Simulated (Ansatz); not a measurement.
Crystal: TiB2.

```
CELL_PARAMETERS angstrom
3.02920 0.00000 0.00000
-1.51460 2.62336 0.00000
0.00000 0.00000 3.22840
ATOMIC_POSITIONS crystal
Ti 0.00000 0.00000 0.00000
B 0.66667 0.33333 0.50000
B 0.33333 0.66667 0.50000
```

Base run:

| Item | Value |
| --- | --- |
| Program | Ansatz 0.2.0 |
| Functional | PBE |
| Potentials or basis | all-electron LAPW, scalar-relativistic |
| Cutoff | 310 eV |
| Density cutoff | 1241 eV |
| Basis error allowed | 0.001 eV/atom |
| k mesh | 10 × 10 × 8 |
| Occupations | fermi-dirac, width 0.05 eV |
| Spin | no spin polarisation |

Its results: pressure 0.3 GPa.

The run is repeated on the same cell with these changes: functional from PBE to LDA; basis error allowed from 0.001 eV/atom to 0.002 eV/atom. What comes out?

Pressure -11.2 GPa.

Not every run made on this cell is shown here.
